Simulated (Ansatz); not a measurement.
An input for Ansatz 0.2.0 (ZnSe (Stilleite)):

```yaml
crystal:
  lattice:
    - [0.0, 2.8338, 2.8338]
    - [2.8338, 0.0, 2.8338]
    - [2.8338, 2.8338, 0.0]
  atoms:
    - { symbol: Zn, position: [0.0, 0.0, 0.0] }
    - { symbol: Se, position: [0.25, 0.25, 0.25] }
kpoints:
  mp_grid: { grid: [4, 4, 4] }
  band_path:
    path:
      - [0.0, 0.0, 0.0]
      - [-0.5, -0.5, 0.0]
      - [-0.375, -0.375, 0.25]
      - [-0.375, 0.0, 0.375]
      - [0.0, 0.0, 0.5]
      - [-0.5, -0.25, 0.25]
    npoints: 1
hamiltonian:
  xc: hse06
scf:
  occupations: { method: fixed }
  n_extra_bands: 4
output:
  eigenvalues: true
```

```sh
ansatz run input.yaml --threads 3 --pin off --max-ram 92160MiB --backend cuda --events-out ev --progress --plain --runs-dir out --devices 1 --max-vram 13GiB
```

**Question.** How long will it take on 1 × NVIDIA H100 80GB HBM3 (shared by 6 runs) with 3 threads of AMD EPYC 7R13 (Zen 3), shared host, and how much memory?

It took 18 s; on shared hardware allow 9.2 s to 37 s. Peak host memory was 1.0 GiB. The sizes that set the cost: 893 plane waves a state, 8 irreducible k points and 13 SCF cycles.

Exact exchange couples every pair of k points and filled bands, so it costs far more than a semilocal run.

[Paths, hosts, dates, memory and timing lines, banners, echoed tables and standing remarks are left out of the program output.]

[Logs are printed without paths, hosts, clocks, repeated set-up lines and the standing remarks that a program may print on its own settings, such as how far it seeks lower states.]

[Runs of the session that timed out or met a known fault of the program may be left out.]

[Cells called generated may have been cut or substituted from an entry of the Crystallography Open Database or the Materials Project.]

[Hosts, paths, dates, database ids (printed as entryN), source tags and the programs' standing remarks are cut or masked in the printed files.]
